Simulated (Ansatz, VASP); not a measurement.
**Rb: VASP beside Ansatz**

INCAR

```
PREC = Accurate
ENCUT = 520
EDIFF = 1E-7
ISMEAR = -1
SIGMA = 0.05
LREAL = False
LASPH = True
NELM = 60
ALGO = Fast
ISIF = 2
LWAVE = False
LCHARG = False
GGA = PS
NBANDS = 10
```

Contents of KPOINTS:

```
regular mesh
0
Gamma
  5 5 5
```

POSCAR

```
Rb
1.0
   -2.8025000000      2.8025000000      2.8025000000
    2.8025000000     -2.8025000000      2.8025000000
    2.8025000000      2.8025000000     -2.8025000000
Rb
1
Direct
    0.0000000000      0.0000000000      0.0000000000
```

Contents of input.yaml:

```yaml
crystal:
  lattice:
    - [-2.8025, 2.8025, 2.8025]
    - [2.8025, -2.8025, 2.8025]
    - [2.8025, 2.8025, -2.8025]
  atoms:
    - { symbol: Rb, position: [0.0, 0.0, 0.0] }
kpoints:
  mp_grid: { grid: [5, 5, 5] }
  band_path:
    path:
      - [0.0, 0.0, 0.0]
      - [0.5, -0.5, 0.5]
      - [0.0, 0.0, 0.5]
      - [0.0, 0.0, 0.0]
      - [0.25, 0.25, 0.25]
      - [0.5, -0.5, 0.5]
    npoints: 6
scf:
  occupations: { method: fermi_dirac, width: 0.05 }
hamiltonian:
  xc: pbesol
  pseudopotentials: { kind: all_electron, lapw: { basis_error: 0.001 } }
output:
  forces: true
  stress: true
  eigenvalues: true
```

Alike in both runs: functional PBEsol; k mesh 5 × 5 × 5; occupations fermi-dirac, width 0.05 eV; no spin polarisation.

|  | VASP | Ansatz |
| --- | --- | --- |
| version | VASP 6.6.1 | Ansatz 0.2.0 |
| potentials or method | VASP PAW PBE potentials, release 64 (Rb_sv) | all-electron LAPW, scalar-relativistic |
| plane-wave cutoff (eV) | 520 | see its input |
| task | single point | band structure |

|  | VASP | Ansatz | Ansatz less VASP |
| --- | --- | --- | --- |
| gap on the k mesh at the Fermi level (eV) | none | none | - |
| pressure (GPa) | -0.1 | -0.1 | 0.00 |

A gap of «none» marks a metal or a gap that the smearing closes. Ansatz ran all-electron here, so the differences hold the error of VASP's frozen core and of both bases.

Caveats: the PAW data sets were made with another functional, which shifts forces and pressure a little (VASP); the k mesh is thin for a metal, which can move the energy by tens of meV per atom (Ansatz).
